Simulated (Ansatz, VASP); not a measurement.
**One calculation of Al, two programs**

```
Al
1.0
     0.00000    2.00032    2.00032
     2.00032    0.00000    2.00032
     2.00032    2.00032    0.00000
Al
1
Cartesian
  0.0000 0.0000 0.0000
```

Alike in both runs: task single point; functional PBE; k mesh 18 × 18 × 18; occupations gaussian, width 0.1 eV; no spin polarisation.

```csv
,VASP,Ansatz
version,VASP 6.6.1,Ansatz 0.2.0
potentials or method,"VASP PAW PBE potentials, release 64 (Al)","scalar-relativistic, plane waves, PAW"
plane-wave cutoff (eV),520,420
valence electrons in the cell,3,3
```

```tsv
	VASP	Ansatz	Ansatz less VASP
gap on the k mesh at the Fermi level (eV)	none	none	-
pressure (GPa)	2.4	2.5	+0.04
```

A gap of «none» marks a metal or a gap that the smearing closes. With one functional, cell and mesh, what is left measures potentials, basis and numerics.
